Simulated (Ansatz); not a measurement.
# Cr (Cr, fcc): the cost of one run

Program: Ansatz 0.2.0. Level of theory: DFT RPBE, plane waves (420 eV) with PAW, scalar-relativistic; PBE-made PAW files. These are calculated values, not measurements.

### 1 The starting structure

It takes space group Fm-3m (No. 225, cubic). The conventional cell has a = 3.633 Å, b = 3.633 Å, c = 3.633 Å, α = 90.00°, β = 90.00°, γ = 90.00°. Around Cr (site symmetry m-3m) lie 12 Cr at 2.57 Å.

As a file:

```cif
data_structure
_symmetry_space_group_name_H-M 'Fm-3m'
_symmetry_Int_Tables_number 225
_cell_length_a 3.6335
_cell_length_b 3.6335
_cell_length_c 3.6335
_cell_angle_alpha 90.000
_cell_angle_beta 90.000
_cell_angle_gamma 90.000
_cell_volume 47.97
loop_
_atom_site_label
_atom_site_type_symbol
_atom_site_symmetry_multiplicity
_atom_site_Wyckoff_symbol
_atom_site_fract_x
_atom_site_fract_y
_atom_site_fract_z
_atom_site_occupancy
Cr1 Cr 4 a 0.00000 0.00000 0.00000 1
```

Starting moments (μB): +1.5, -1.5.

### 2 Geometry optimisation

Contents of input.yaml:

```yaml
crystal:
  lattice:
    - [2.5692628132, 0.0, 0.0]
    - [0.0, 2.5692628132, 0.0]
    - [0.0, 0.0, 3.6334863158]
  atoms:
    - { symbol: Cr, position: [0.0, 0.0, 0.0], spin: 1.5 }
    - { symbol: Cr, position: [0.5, 0.5, 0.5], spin: -1.5 }
hamiltonian:
  xc: rpbe
  pseudopotentials:
    kind: paw
    azcp:
      Cr: "pseudopotentials/Cr.paw.azcp"
basis:
  ecutwfc: 420
  fft_grid_basis: typed
kpoints:
  mp_grid: { grid: [12, 12, 9], shift: [0, 0, 0] }
magnetization:
  spin_polarized: true
scf:
  occupations: { method: fermi_dirac, width: 0.05 }
relax:
  max_steps: 60
  f_tol: 0.01
  cell: {}
```

**Question.** How long does this run take on 2 threads of an Arm CPU, shared host, and how much memory does it need?

About 98 s, with a peak of 0.39 GiB.
